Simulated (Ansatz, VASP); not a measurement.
# TiTe2: VASP beside Ansatz

The input INCAR:

```
PREC = Accurate ; ENCUT = 520
EDIFF = 1E-6 ; ISMEAR = 1
SIGMA = 0.1 ; LREAL = F
LASPH = T ; NELM = 60
ALGO = Normal ; ISIF = 2
LWAVE = F ; LCHARG = F
GGA = PE ; NBANDS = 19
```

The input KPOINTS:

```
Automatic mesh
0
Gamma
  4 4 2
```

File POSCAR:

```
TiTe2
1.0
    3.7770000000      0.0000000000      0.0000000000
   -1.8885000000      3.2709779500      0.0000000000
    0.0000000000      0.0000000000      6.4980000000
Ti Te
1 2
Direct
    0.0000000000      0.0000000000      0.0000000000
    0.6666666667      0.3333333333      0.2628000000
    0.3333333333      0.6666666667      0.7372000000
```

Input for Ansatz:

```yaml
crystal:
  lattice:
    - [3.777, 0.0, 0.0]
    - [-1.8885, 3.27097795, 0.0]
    - [0.0, 0.0, 6.498]
  atoms:
    - { symbol: Ti, position: [0.0, 0.0, 0.0] }
    - { symbol: Te, position: [0.6666666666666666, 0.3333333333333333, 0.2628] }
    - { symbol: Te, position: [0.3333333333333333, 0.6666666666666666, 0.7372] }
kpoints:
  mp_grid:
    grid: [4, 4, 2]
hamiltonian:
  xc: pbe
scf:
  occupations:
    method: cold
    width: 0.1
  eigensolver:
    kind: davidson
    mixed_precision: false
output:
  stress: true
```

Alike in both runs: task single point; functional PBE; k mesh 4 × 4 × 2; no spin polarisation.

|  | VASP | Ansatz |
| --- | --- | --- |
| version | VASP 6.6.1 | Ansatz 0.2.0 |
| potentials or method | VASP PAW PBE potentials, release 64 (Ti_sv, Te) | plane waves, PAW |
| plane-wave cutoff (eV) | 520 | 420 |
| occupations | methfessel-paxton of order 1, width 0.1 eV | cold, width 0.1 eV |
| valence electrons in the cell | 24 | 44 |

Ansatz gave:

| Item | Value |
| --- | --- |
| pressure (GPa) | 1.0 |
| largest component of the traceless stress (GPa) | 0.33 |

**Question.** Which values does VASP return?

**Answer.** Pressure (GPa): 1.0; largest component of the traceless stress (GPa): 0.34.

The two sets of potentials don't hold the same shells in valence.

Caveats: the k mesh is coarse (spacing up to 0.48 Å⁻¹), so the values aren't converged; this functional lacks dispersion, which binds the layers, so the pressure and a relaxed spacing across them are unreliable. The runs have no spin-orbit coupling, so splittings on Te are missing.
